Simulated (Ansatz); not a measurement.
The calculation used DFT PBE, scalar-relativistic, plane waves, PAW in Ansatz 0.2.0. All cells share a 420 eV cutoff and Γ-centred k meshes spaced at most about 0.3 Å⁻¹ (about 0.25 or finer for metals, 2π included). No spin polarisation.

Temperature and zero-point effects are left out.

Question: Which of these relaxed structures of ZrH5 is the lowest in energy?
1.

```
CELL_PARAMETERS angstrom
0.00000 2.63712 2.63712
2.63712 0.00000 2.63712
2.63712 2.63712 0.00000
ATOMIC_POSITIONS crystal
Zr 0.50000 0.50000 0.50000
H 0.75000 0.75000 0.75000
H 0.35045 0.88318 0.88318
H 0.88318 0.35045 0.88318
H 0.88318 0.88318 0.35045
H 0.88318 0.88318 0.88318
```

2.

```
CELL_PARAMETERS angstrom
3.21341 0.00000 0.00000
-1.60671 2.78290 0.00000
0.00000 0.00000 17.47362
ATOMIC_POSITIONS crystal
Zr 0.33333 0.66667 0.08486
Zr 0.66667 0.33333 0.91514
H 0.66667 0.33333 0.68787
H 0.66667 0.33333 0.64496
H 0.00000 0.00000 0.47855
H 0.00000 0.00000 0.52145
H 0.33333 0.66667 0.31213
H 0.33333 0.66667 0.35504
H 0.33333 0.66667 0.96535
H 0.00000 0.00000 0.14138
H 0.66667 0.33333 0.03465
H 0.00000 0.00000 0.85862
```

3.

```
CELL_PARAMETERS angstrom
3.27999 0.00000 0.00000
-1.64000 2.84056 0.00000
0.00000 0.00000 4.11578
ATOMIC_POSITIONS crystal
Zr 0.00000 0.00000 0.50000
H 0.33333 0.66667 0.26689
H 0.66667 0.33333 0.26689
H 0.00000 0.00000 0.00000
H 0.33333 0.66667 0.73311
H 0.66667 0.33333 0.73311
```

Answer: 2. The next of these, cell 3, lies 130 meV/atom higher. Forms: cell 2 P-3m1; cell 3 P6/mmm; cell 1 F-43m. Counting H atoms around Zr (those within 1.25 times the shortest such distance or 1.15 times the sum of covalent radii): cell 2 has Zr 7; cell 3 has Zr 14; cell 1 has Zr 16. Cell 2 holds H–H pairs as short as in free H₂ molecules (shortest 0.75 Å) (bonds between like non-metal atoms; other contacts aren't counted). All come from invented guesses.

No dispersion correction is applied, so the spacing and binding between layers, chains or molecules are poorly described (P-3m1), and this can change margins and order among such cells. With hydrogen, zero-point motion can shift such differences by 10 meV/atom or more. Cells relaxed within their symmetry can be saddle points. Some candidate types were left out of the draw beforehand, so a known form may be missing.
